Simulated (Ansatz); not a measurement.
Runs of Ansatz 0.2.0 on Pd. It takes space group Fm-3m (No. 225, cubic). The conventional cell has a = 3.893 Å, b = 3.893 Å, c = 3.893 Å, α = 90.00°, β = 90.00°, γ = 90.00°. Pd (site symmetry m-3m) has 12 Pd at 2.75 Å as nearest neighbours. 

```csv
task,level,potentials or basis,spin,cell,k mesh,cutoff (eV),smearing,basis error allowed,mesh quality,gap on the mesh (eV),pressure (GPa),relaxed volume (Å³/atom)
band structure,PBEsol,"all-electron LAPW, non-relativistic",off,as given,12 × 12 × 12,267,fermi-dirac 0.05 eV,0.001 eV/atom,not flagged,-,6.8,-
band structure,PBEsol,"all-electron LAPW, scalar-relativistic",off,as given,9 × 9 × 9,266,fermi-dirac 0.05 eV,0.001 eV/atom,coarse,-,-3.0,-
single point,PBE,"all-electron LAPW, scalar-relativistic",off,as given,6 × 6 × 6,237,fermi-dirac 0.06 eV,0.003 eV/atom,coarse,none,5.8,-
band structure,PBEsol,"all-electron LAPW, relativistic spinors","SOC, no magnetisation",as given,9 × 9 × 9,267,fermi-dirac 0.05 eV,0.001 eV/atom,coarse,-,-2.9,-
single point,PBE,"all-electron LAPW, scalar-relativistic",off,as given,12 × 12 × 12,266,gaussian 0.015 eV,0.001 eV/atom,not flagged,none,6.8,-
band structure,PBEsol,"all-electron LAPW, scalar-relativistic",off,as given,12 × 12 × 12,266,fermi-dirac 0.05 eV,0.001 eV/atom,not flagged,-,-3.0,-
relaxation of cell and atoms,revPBE+D4,"all-electron LAPW, scalar-relativistic",off,relaxed,12 × 12 × 12,-,fermi-dirac 0.05 eV,0.001 eV/atom,not flagged,-,0.0,14.87
band structure,PBEsol,all-electron PAW datasets made for the crystal,off,as given,12 × 12 × 12,260,fermi-dirac 0.05 eV,-,not flagged,-,-3.0,-
band structure,PBEsol,"all-electron LAPW, inner shells corrected to Dirac's equation",off,as given,12 × 12 × 12,266,fermi-dirac 0.05 eV,0.001 eV/atom,not flagged,-,-2.9,-
band structure,LDA,"all-electron LAPW, relativistic spinors","SOC, no magnetisation",as given,9 × 9 × 9,266,fermi-dirac 0.05 eV,0.001 eV/atom,coarse,-,(a),-
single point,PBE,"all-electron LAPW, scalar-relativistic",off,as given,12 × 12 × 12,266,gaussian 0.027 eV,0.001 eV/atom,not flagged,none,6.8,-
relaxation of cell and atoms,RPBE+D3(BJ),"all-electron LAPW, scalar-relativistic",off,relaxed,12 × 12 × 12,-,fermi-dirac 0.05 eV,0.001 eV/atom,not flagged,-,0.0,12.92
```

Task: Estimate the missing entries.

Result: (a) -8.7.

Caveats: some runs use coarse meshes; the k mesh is thin for a metal, which can move the energy by tens of meV per atom (some runs); relativity is left out, which matters for the heavier elements (some runs); the program warned that the printed levels may be off, so bands, gaps and densities of states are rough (some runs); the volume moved by -12 % from the deposited cell, more than functionals usually miss (some runs).

A k mesh can miss the band edges, and rows without SOC leave out spin-orbit coupling on Pd.

A gap of «none» marks a metal or a gap under the smearing width.

The runs don't all hold the same shells in valence.
